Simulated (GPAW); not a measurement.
# CuO (P6_3/mmc) in GPAW: further runs

One crystal, CuO, is run at these levels: LDA, PBE, vdW-DF-cx, optB88-vdW, PBEsol; tasks: single point.

Program: GPAW 26.7.0. These are calculated values, not measurements. Logs are shortened: lines on timing, memory, paths and dates and some standing lists are left out, and cuts for length are marked. The log counts tension as positive stress, the text compression.

## (1) Starting point

The structure is hexagonal, space group P6_3/mmc (No. 194). Conventional cell: a = 3.180 Å, b = 3.180 Å, c = 4.431 Å, α = 90.00°, β = 90.00°, γ = 120.00°. Cu (site symmetry -3m) has 6 O at 2.14 Å and 2 Cu at 2.22 Å as nearest neighbours. O (site symmetry -6m2) has 6 Cu at 2.14 Å as nearest neighbours.

Measurements of this composition are mostly on another form, of space group No. 15.

## (2) Single point, LDA

File run.py:

```python
from ase import Atoms
from ase.dft.bandgap import bandgap
from ase.io import write
from ase.units import GPa
from gpaw import GPAW, PW

atoms = Atoms(['Cu', 'Cu', 'O', 'O'],
              cell=[[3.1795331014, 0.0, 0.0],
                    [-1.5897665507, 2.753556438, 0.0],
                    [0.0, 0.0, 4.43149073]],
              scaled_positions=[[0.0, 0.0, 0.0],
                                [0.0, 0.0, 0.5],
                                [0.3333333333, 0.6666666667, 0.25],
                                [0.6666666667, 0.3333333333, 0.75]],
              pbc=True)

calc = GPAW(mode=PW(800),
            xc='LDA',
            kpts={'size': (8, 8, 5), 'gamma': True},
            occupations={'name': 'fermi-dirac', 'width': 0.05},
            nbands=33,
            convergence={'density': 1e-05, 'energy': 1e-05},
            maxiter=150,
            txt='gpaw.txt')
atoms.calc = calc
energy = atoms.get_potential_energy()
forces = atoms.get_forces()
stress = atoms.get_stress()
calc.write('gs.gpw')
write('result.traj', atoms)
print(f'Energy: {energy:.6f} eV')
print('Forces (eV/A):')
print(forces.round(4))
print('Stress (GPa):', (stress / GPa).round(3))
print('Fermi level:', round(calc.get_fermi_level(), 4), 'eV')
print(f'Gap: {bandgap(calc)[0]:.4f} eV, direct: {bandgap(calc, direct=True)[0]:.4f} eV')
```

Potentials or basis: the program's PAW data sets (release 1.2.1) made for this functional, pw.

Launch:

```console
> OMP_NUM_THREADS=1 python run.py
```

gpaw.txt:

```text
__  _  _
 | _ |_)|_||  |
 |__||  | ||/\| - 26.7.0

Input parameters:
  mode=PW(ecut=800.0),
  convergence={'density': 1e-05, 'energy': 1e-05},
  kpts=MonkhorstPack(size=(8, 8, 5), gamma=True),
  maxiter=150,
  nbands=33,
  occupations=Occupations(name='fermi-dirac', width=0.05),
  xc=XC(name='LDA')

Diagonalizing LCAO Hamiltonian
Converting LCAO to pw mode

            O

       Cu
         O

       Cu

Atoms  # Å, Bohr magnetons
|   | symbol |         x |        y |        z |    initial magnetic moments |
|---|--------|-----------|----------|----------|-----------------------------|
| 0 |     Cu |  0.000000 | 0.000000 | 0.000000 | ( 0.0000,  0.0000,  0.0000) |
| 1 |     Cu |  0.000000 | 0.000000 | 2.215745 | ( 0.0000,  0.0000,  0.0000) |
| 2 |      O | -0.000000 | 1.835704 | 1.107873 | ( 0.0000,  0.0000,  0.0000) |
| 3 |      O |  1.589767 | 0.917852 | 3.323618 | ( 0.0000,  0.0000,  0.0000) |

Unit cell  # Å
| periodic |         x |        y |        z |  lengths |     angles |
|----------|-----------|----------|----------|----------|------------|
|      yes |  3.179533 | 0.000000 | 0.000000 | 3.179533 |  90.000000 |
|      yes | -1.589767 | 2.753556 | 0.000000 | 3.179533 |  90.000000 |
|      yes |  0.000000 | 0.000000 | 4.431491 | 4.431491 | 120.000000 |

Number of symmetries: 12
Symmetry operations  # r_c * U_cc + t_c -> r_c
|    | kind |            matrix            |
|----|------|------------------------------|
|  0 |  σ   |  1, 1, 0,  0,-1, 0,  0, 0, 1 |
|  1 |  S6  |  1, 1, 0, -1, 0, 0,  0, 0,-1 |
|  2 |  E   |  1, 0, 0,  0, 1, 0,  0, 0, 1 |
|  3 |  C2  |  1, 0, 0, -1,-1, 0,  0, 0,-1 |
|  4 |  C2  |  0, 1, 0,  1, 0, 0,  0, 0,-1 |
|  5 |  C3  |  0, 1, 0, -1,-1, 0,  0, 0, 1 |
|  6 |  S6  |  0,-1, 0,  1, 1, 0,  0, 0,-1 |
|  7 |  σ   |  0,-1, 0, -1, 0, 0,  0, 0, 1 |
|  8 |  σ   | -1, 0, 0,  1, 1, 0,  0, 0, 1 |
|  9 |  i   | -1, 0, 0,  0,-1, 0,  0, 0,-1 |
| 10 |  C3  | -1,-1, 0,  1, 0, 0,  0, 0, 1 |
| 11 |  C2  | -1,-1, 0,  0, 1, 0,  0, 0,-1 |

BZ-sampling:
  Number of BZ points: 320
  Number of IBZ points: 40

  Monkhorst-Pack size: [8, 8, 5]
  Monkhorst-Pack shift: [0.0625, 0.0625, 0.0]

K-points  # in reciprocal-cell coordinates
|     |                                coordinates |     weight |
|-----|--------------------------------------------|------------|
|   0 | (  0.00000000,   0.00000000,   0.00000000) | 0.00312500 |
|   1 | (  0.00000000,   0.00000000,   0.20000000) | 0.00625000 |
|   2 | (  0.00000000,   0.00000000,   0.40000000) | 0.00625000 |
|   3 | (  0.12500000,   0.00000000,  -0.40000000) | 0.01875000 |
|   4 | (  0.12500000,   0.00000000,  -0.20000000) | 0.01875000 |
|   5 | (  0.12500000,   0.00000000,   0.00000000) | 0.01875000 |
|   6 | (  0.12500000,   0.00000000,   0.20000000) | 0.01875000 |
|   7 | (  0.12500000,   0.00000000,   0.40000000) | 0.01875000 |
|   8 | (  0.25000000,  -0.12500000,   0.00000000) | 0.01875000 |
|   9 | (  0.25000000,  -0.12500000,   0.20000000) | 0.03750000 |
| ... |                                            |            |
|  39 | (  0.50000000,   0.50000000,   0.40000000) | 0.01875000 |

Plane wave coefficients: 2025
Cutoff: 800.0 eV

Spin-components: 1 (collinear spins)
Bands:           33
Projectors:      22
Spin-degeneracy: 2
Datatype:        complex128

Parallelization:
  kpt:    1
  domain: 1
  band:   1

Density:
  Valence electrons: 34.0
  Components: 1
  Grid points: [21 21 30]
  Charge: 0.0  # |e|

Potential:
  Grid points: [21 21 30]

species:
  Cu:
    name:    Copper
    Z:       29.0
    valence: 11
    core:    18
    charge:  0.0  # [|e|]
    compensation charges:
      type: gauss
      rc: 0.33  # [Å]
      lmax: 2
    cutoffs:
      filter: 2.06  # [Å]
      core: 2.43  # [Å]
    projectors
    | kind |    occ | energy [eV] | rcut [Å] |
    |------|--------|-------------|----------|
    |   4s |  1.000 |      -4.857 |    1.164 |
    |   4p |  0.000 |      -0.783 |    1.164 |
    |   3d | 10.000 |      -5.324 |    1.058 |
    |    s |        |      22.354 |    1.164 |
    |    p |        |      26.429 |    1.164 |
    |    d |        |      21.887 |    1.058 |

    Using partial waves for Cu as LCAO basis

  O:
    name:    Oxygen
    Z:       8.0
    valence: 6
    core:    2
    charge:  0.0  # [|e|]
    compensation charges:
      type: gauss
      rc: 0.21  # [Å]
      lmax: 2
    cutoffs:
      filter: 1.17  # [Å]
      core: 0.83  # [Å]
    projectors
    | kind |    occ | energy [eV] | rcut [Å] |
    |------|--------|-------------|----------|
    |   2s |  2.000 |     -23.752 |    0.688 |
    |   2p |  4.000 |      -9.195 |    0.598 |
    |    s |        |       3.459 |    0.688 |
    |    p |        |      18.016 |    0.598 |
    |    d |        |       0.000 |    0.619 |

    Using partial waves for O as LCAO basis

Reference energy: -93958.010232  # eV

eigensolver:
  PPCG
  Converge bands: occupied
  niter=2

density mixing:
  MSR1-Mixer
  Pratt-step length: 0.05
  Maximum mixing coefficient: 0.75
  Old densities: 10
  SVD Regularization: 0.005
  Good broyden scale: 1.0
  Trust region scale: 1.0
  Backstep threshold: 4.0
  History deletion threshold: 6.0
  Fourier metric: weight=20.0, sigma=0.015

occupation numbers:
  Fermi-Dirac:
    width: 0.0500  # eV

poisson solver:
  ecut: 6400.0  # eV

xc functional:
  name: None

convergence criteria:
[... 6 lines left out ...]
|iter     | |      energy | eigst |  dens |
|---------|-|-------------|-------|-------|
|iter:   1| |  -27.574325 | +0.19 |       |
|iter:   2| |  -25.214482 | -1.68 | -0.90 |
|iter:   3| |  -22.263358 | -1.06 | -1.00 |
|iter:   4| |  -22.175807 | -2.86 | -1.58 |
|iter:   5| |  -22.197894 | -2.81 | -1.76 |
|iter:   6| |  -22.128634 | -3.08 | -1.87 |
|iter:   7| |  -22.125695 | -4.18 | -2.46 |
|iter:   8| |  -22.125578 | -5.74 | -2.95 |
|iter:   9| |  -22.125558c| -6.04 | -3.34 |
|iter:  10| |  -22.125561c| -7.18 | -4.03 |
|iter:  11| |  -22.125561c| -8.30c| -4.58 |
|iter:  12| |  -22.125561c| -8.74c| -5.38c|

Converged in 12 steps
Energy contributions relative to reference atoms: (reference = -93958.010232)

Energy contributions:
  Kinetic:          -1.573563
  Coulomb:          -3.464920
  Zero:              0.552950
  External:          0.000000
  Xc:              -17.623488
  Entropy:          -0.033078
  Spinorbit:         0.000000
  ----------------------------
  Free energy:     -22.142100
  Extrapolated:    -22.125561

dipole moment: (-6.899747, -11.950713, -9.616559)  # |e|*Ang

Fermi level: 6.142
Eigenvalues  # (at kpt = [0.000, 0.000, 0.000])
| band index |      eig [eV] | occ [0-2] |
|------------|---------------|-----------|
|          0 |       -12.814 |     2.000 |
|        ... |               |           |
|          8 |         3.645 |     2.000 |
|          9 |         3.645 |     2.000 |
|         10 |         3.866 |     2.000 |
|         11 |         3.866 |     2.000 |
|         12 |         4.575 |     2.000 |
|         13 |         4.649 |     2.000 |
[... 8 lines left out ...]
|         22 |        18.195 |     0.000 |
|         23 |        23.646 |     0.000 |
|        ... |               |           |
|         32 |        30.913 |     0.000 |

No gap
No difference between direct/indirect transitions

Forces  # eV/Ang
|        x |       y |        z |
|----------|---------|----------|
|  0.00000 | 0.00000 |  0.00000 |  # Cu   0
| -0.00000 | 0.00000 |  0.00000 |  # Cu   1
|  0.00000 | 0.00000 | -0.00001 |  # O    2
| -0.00000 | 0.00000 |  0.00001 |  # O    3

Stress tensor  # eV/Ang^3
|         x |         y |         z |
|-----------|-----------|-----------|
|  0.147543 | -0.000000 |  0.000000 |
| -0.000000 |  0.147543 |  0.000000 |
|  0.000000 |  0.000000 | -0.128658 |

# Writing to gs.gpw (mode='')
```

stdout:

```text
Energy: -22.125561 eV
Forces (eV/A):
[[ 0.  0.  0.]
 [-0.  0.  0.]
 [ 0.  0. -0.]
 [-0.  0.  0.]]
Stress (GPa): [ 23.639  23.639 -20.613   0.      0.     -0.   ]
Fermi level: 6.1421 eV
Gap: 0.0000 eV, direct: 0.0000 eV
```

Wall time 55 s (1 thread of Arm Neoverse V2, shared host); peak memory 0.2 GiB.

What came out:

| Property | Result |
| --- | --- |
| Free energy | -22.1421 eV |
| Pressure | -8.9 GPa |
| Band gap on the k mesh | none (metal or under the smearing width) |

Stress tensor (GPa, compression positive):
```
-23.64   0.00   0.00
  0.00 -23.64   0.00
  0.00   0.00  20.61
```

Levels at points of the mesh, in eV from the Fermi level:
| k point | band 13 | band 14 | band 15 | band 16 | band 17 | band 18 | band 19 | band 20 | band 21 | band 22 |
| --- | --- | --- | --- | --- | --- | --- | --- | --- | --- | --- |
| (0.00, 0.00, 0.00) | -1.57 | -1.49 | -1.49 | -0.13 | 0.58 | 0.58 | 1.38 | 4.93 | 11.22 | 12.05 |
| (0.50, 0.50, 0.00) | -1.88 | -1.69 | -1.51 | -1.26 | 0.34 | 0.47 | 6.55 | 6.64 | 9.52 | 9.73 |

Caveat: with this Cu data set, volumes or pressures lay over 1.5 % or 2 GPa off other programs in two to four cells of ten; the run has no spin polarisation, though such a crystal can be magnetic; semilocal functionals often make such compounds metallic where correlation or magnetic order opens a gap, which also shifts bond lengths. With open d or f shells a metallic result of LDA can be an artefact of self-interaction; +U or a hybrid may open a gap.

## (3) Single point, PBE

run.py, as its differences from that of step 2:

```diff
@@ -17,3 +17,3 @@
 calc = GPAW(mode=PW(800),
-            xc='LDA',
+            xc='PBE',
             kpts={'size': (8, 8, 5), 'gamma': True},
```

Potentials or basis: GPAW PAW data sets (gpaw-data 1.2.1), pw.

Launch:

```console
> OMP_NUM_THREADS=1 python run.py
```

gpaw.txt:

```text
__  _  _
 | _ |_)|_||  |
 |__||  | ||/\| - 26.7.0

Input parameters:
  mode=PW(ecut=800.0),
  convergence={'density': 1e-05, 'energy': 1e-05},
  kpts=MonkhorstPack(size=(8, 8, 5), gamma=True),
  maxiter=150,
  nbands=33,
  occupations=Occupations(name='fermi-dirac', width=0.05),
  xc=XC(name='PBE')

Diagonalizing LCAO Hamiltonian
Converting LCAO to pw mode

            O

       Cu
         O

       Cu

Atoms  # Å, Bohr magnetons
|   | symbol |         x |        y |        z |    initial magnetic moments |
|---|--------|-----------|----------|----------|-----------------------------|
| 0 |     Cu |  0.000000 | 0.000000 | 0.000000 | ( 0.0000,  0.0000,  0.0000) |
| 1 |     Cu |  0.000000 | 0.000000 | 2.215745 | ( 0.0000,  0.0000,  0.0000) |
| 2 |      O | -0.000000 | 1.835704 | 1.107873 | ( 0.0000,  0.0000,  0.0000) |
| 3 |      O |  1.589767 | 0.917852 | 3.323618 | ( 0.0000,  0.0000,  0.0000) |

Unit cell  # Å
| periodic |         x |        y |        z |  lengths |     angles |
|----------|-----------|----------|----------|----------|------------|
|      yes |  3.179533 | 0.000000 | 0.000000 | 3.179533 |  90.000000 |
|      yes | -1.589767 | 2.753556 | 0.000000 | 3.179533 |  90.000000 |
|      yes |  0.000000 | 0.000000 | 4.431491 | 4.431491 | 120.000000 |

Number of symmetries: 12
Symmetry operations  # r_c * U_cc + t_c -> r_c
|    | kind |            matrix            |
|----|------|------------------------------|
|  0 |  σ   |  1, 1, 0,  0,-1, 0,  0, 0, 1 |
|  1 |  S6  |  1, 1, 0, -1, 0, 0,  0, 0,-1 |
|  2 |  E   |  1, 0, 0,  0, 1, 0,  0, 0, 1 |
|  3 |  C2  |  1, 0, 0, -1,-1, 0,  0, 0,-1 |
[... 142 lines left out ...]
|---------|-|-------------|-------|-------|
|iter:   1| |  -23.976218 | +0.10 |       |
|iter:   2| |  -21.585730 | -1.85 | -0.89 |
|iter:   3| |  -18.522860 | -1.24 | -0.98 |
|iter:   4| |  -18.438346 | -2.94 | -1.56 |
|iter:   5| |  -18.522425 | -2.82 | -1.75 |
|iter:   6| |  -18.410832 | -3.08 | -1.75 |
|iter:   7| |  -18.405850 | -4.04 | -2.33 |
|iter:   8| |  -18.405805 | -5.38 | -2.85 |
|iter:   9| |  -18.405820c| -5.82 | -3.24 |
|iter:  10| |  -18.405824c| -6.91 | -3.75 |
|iter:  11| |  -18.405823c| -8.02c| -4.40 |
|iter:  12| |  -18.405823c| -8.20c| -5.08c|

Converged in 12 steps
Energy contributions relative to reference atoms: (reference = -94124.608285)

Energy contributions:
  Kinetic:           6.684303
  Coulomb:         -10.512262
  Zero:              0.598235
  External:          0.000000
  Xc:              -15.159438
  Entropy:          -0.033321
  Spinorbit:         0.000000
  ----------------------------
  Free energy:     -18.422483
  Extrapolated:    -18.405823

dipole moment: (-6.851698, -11.867489, -9.549590)  # |e|*Ang

Fermi level: 6.602
Eigenvalues  # (at kpt = [0.000, 0.000, 0.000])
| band index |      eig [eV] | occ [0-2] |
|------------|---------------|-----------|
|          0 |       -12.638 |     2.000 |
|        ... |               |           |
|          8 |         4.075 |     2.000 |
|          9 |         4.075 |     2.000 |
|         10 |         4.362 |     2.000 |
|         11 |         4.362 |     2.000 |
|         12 |         4.985 |     2.000 |
|         13 |         5.124 |     2.000 |
[... 8 lines left out ...]
|         22 |        18.822 |     0.000 |
|         23 |        24.269 |     0.000 |
|        ... |               |           |
|         32 |        31.536 |     0.000 |

No gap
No difference between direct/indirect transitions

Forces  # eV/Ang
|        x |        y |        z |
|----------|----------|----------|
| -0.00000 |  0.00000 |  0.00000 |  # Cu   0
|  0.00000 | -0.00000 |  0.00000 |  # Cu   1
|  0.00000 |  0.00000 | -0.00004 |  # O    2
| -0.00000 | -0.00000 |  0.00004 |  # O    3

Stress tensor  # eV/Ang^3
|         x |         y |         z |
|-----------|-----------|-----------|
|  0.051572 | -0.000000 |  0.000000 |
| -0.000000 |  0.051572 | -0.000000 |
|  0.000000 | -0.000000 | -0.244571 |

# Writing to gs.gpw (mode='')
```

stdout:

```text
Energy: -18.405823 eV
Forces (eV/A):
[[-0.  0.  0.]
 [ 0. -0.  0.]
 [ 0.  0. -0.]
 [-0. -0.  0.]]
Stress (GPa): [  8.263   8.263 -39.185  -0.      0.     -0.   ]
Fermi level: 6.6024 eV
Gap: 0.0000 eV, direct: 0.0000 eV
```

Wall time 56 s (1 thread of Arm Neoverse V2, shared host); peak memory 0.2 GiB.

Results:

```yaml
Free_energy: -18.4225 eV
Pressure: 7.6 GPa
Band_gap_on_the_k_mesh: none (metal or under the smearing width)
```

Caveat: with this Cu data set, volumes or pressures lay over 1.5 % or 2 GPa off other programs in two to four cells of ten; the run has no spin polarisation, though such a crystal can be magnetic; semilocal functionals often make such compounds metallic where correlation or magnetic order opens a gap, which also shifts bond lengths.

## (4) Single point, vdW-DF-cx

run.py, as its differences from that of step 3:

```diff
@@ -3,3 +3,2 @@
 from ase.io import write
-from ase.units import GPa
 from gpaw import GPAW, PW
@@ -17,3 +16,3 @@
 calc = GPAW(mode=PW(800),
-            xc='PBE',
+            xc={'name': 'vdW-DF-cx', 'backend': 'libvdwxc'},
             kpts={'size': (8, 8, 5), 'gamma': True},
@@ -27,3 +26,2 @@
 forces = atoms.get_forces()
-stress = atoms.get_stress()
 calc.write('gs.gpw')
@@ -33,3 +31,2 @@
 print(forces.round(4))
-print('Stress (GPa):', (stress / GPa).round(3))
 print('Fermi level:', round(calc.get_fermi_level(), 4), 'eV')
```

Potentials or basis: GPAW PAW data sets (gpaw-data 1.2.1), pw.

Launch:

```console
> OMP_NUM_THREADS=1 python run.py
```

gpaw.txt:

```text
__  _  _
 | _ |_)|_||  |
 |__||  | ||/\| - 26.7.0

Input parameters:
  mode=PW(ecut=800.0),
  convergence={'density': 1e-05, 'energy': 1e-05},
  kpts=MonkhorstPack(size=(8, 8, 5), gamma=True),
  maxiter=150,
  nbands=33,
  occupations=Occupations(name='fermi-dirac', width=0.05),
  xc=XC(name='vdW-DF-cx', backend='libvdwxc')

Diagonalizing LCAO Hamiltonian
Converting LCAO to pw mode

            O

       Cu
         O

       Cu

Atoms  # Å, Bohr magnetons
|   | symbol |         x |        y |        z |    initial magnetic moments |
|---|--------|-----------|----------|----------|-----------------------------|
| 0 |     Cu |  0.000000 | 0.000000 | 0.000000 | ( 0.0000,  0.0000,  0.0000) |
| 1 |     Cu |  0.000000 | 0.000000 | 2.215745 | ( 0.0000,  0.0000,  0.0000) |
| 2 |      O | -0.000000 | 1.835704 | 1.107873 | ( 0.0000,  0.0000,  0.0000) |
[... 168 lines left out ...]
|iter:   5| |   29.970946 | -2.86 | -1.75 |
|iter:   6| |   30.057848 | -3.16 | -1.79 |
|iter:   7| |   30.062596 | -4.17 | -2.32 |
|iter:   8| |   30.062663 | -5.14 | -2.81 |
|iter:   9| |   30.062651c| -5.87 | -3.27 |
|iter:  10| |   30.062647c| -6.94 | -3.84 |
|iter:  11| |   30.062648c| -8.10c| -4.46 |
|iter:  12| |   30.062648c| -8.49c| -5.21c|

Converged in 12 steps
Energy contributions relative to reference atoms: (reference = -94124.608285)

Energy contributions:
  Kinetic:          10.181693
  Coulomb:         -13.621683
  Zero:              0.546895
  External:          0.000000
  Xc:               32.972399
  Entropy:          -0.033312
  Spinorbit:         0.000000
  ----------------------------
  Free energy:      30.045992
  Extrapolated:     30.062648

dipole moment: (-6.831616, -11.832706, -9.521601)  # |e|*Ang

Fermi level: 6.450
Eigenvalues  # (at kpt = [0.000, 0.000, 0.000])
| band index |      eig [eV] | occ [0-2] |
|------------|---------------|-----------|
|          0 |       -12.638 |     2.000 |
|        ... |               |           |
|          8 |         3.960 |     2.000 |
|          9 |         3.960 |     2.000 |
|         10 |         4.197 |     2.000 |
|         11 |         4.197 |     2.000 |
|         12 |         4.862 |     2.000 |
|         13 |         4.954 |     2.000 |
[... 8 lines left out ...]
|         22 |        18.707 |     0.000 |
|         23 |        24.118 |     0.000 |
|        ... |               |           |
|         32 |        31.329 |     0.000 |

No gap
No difference between direct/indirect transitions

Forces  # eV/Ang
|        x |       y |        z |
|----------|---------|----------|
|  0.00000 | 0.00000 |  0.00000 |  # Cu   0
| -0.00000 | 0.00000 |  0.00000 |  # Cu   1
|  0.00000 | 0.00000 | -0.00003 |  # O    2
| -0.00000 | 0.00000 |  0.00003 |  # O    3

# Writing to gs.gpw (mode='')
```

Wall time 59 s (1 thread of Arm Neoverse V2, shared host); peak memory 0.22 GiB.

What came out:

| Property | Result |
| --- | --- |
| Free energy | 30.0460 eV |
| Band gap on the k mesh | none (metal or under the smearing width) |

Caveat: the PAW data sets were made with another functional, which shifts forces and pressure a little; the run has no spin polarisation, though such a crystal can be magnetic; semilocal functionals often make such compounds metallic where correlation or magnetic order opens a gap, which also shifts bond lengths.

## (5) Single point, optB88-vdW

run.py, as its differences from that of step 4:

```diff
@@ -16,3 +16,3 @@
 calc = GPAW(mode=PW(800),
-            xc={'name': 'vdW-DF-cx', 'backend': 'libvdwxc'},
+            xc={'name': 'optB88-vdW', 'backend': 'libvdwxc'},
             kpts={'size': (8, 8, 5), 'gamma': True},
@@ -22,2 +22,3 @@
             maxiter=150,
+            legacy_gpaw=True,
             txt='gpaw.txt')
```

Launch:

```console
> OMP_NUM_THREADS=1 python run.py
```

Wall time 47 s (1 thread of Arm Neoverse V2, shared host); peak memory 0.25 GiB.

The run converged. Its results:

```yaml
Free_energy: -66.4401 eV
Band_gap_on_the_k_mesh: none (metal or under the smearing width)
```

Levels at points of the mesh, in eV from the Fermi level:
```
           k point  band 13  band 14  band 15  band 16  band 17  band 18  band 19  band 20  band 21  band 22
(0.00, 0.00, 0.00)    -1.57    -1.51    -1.51    -0.17     0.57     0.57     1.62     5.31    11.46    12.40
(0.50, 0.50, 0.00)    -1.88    -1.73    -1.54    -1.27     0.32     0.46     6.84     6.90     9.82    10.04
```

Caveat: the PAW data sets were made with another functional, which shifts forces and pressure a little; the run has no spin polarisation, though such a crystal can be magnetic; semilocal functionals often make such compounds metallic where correlation or magnetic order opens a gap, which also shifts bond lengths.

(Part 1 of 2 ends here.)
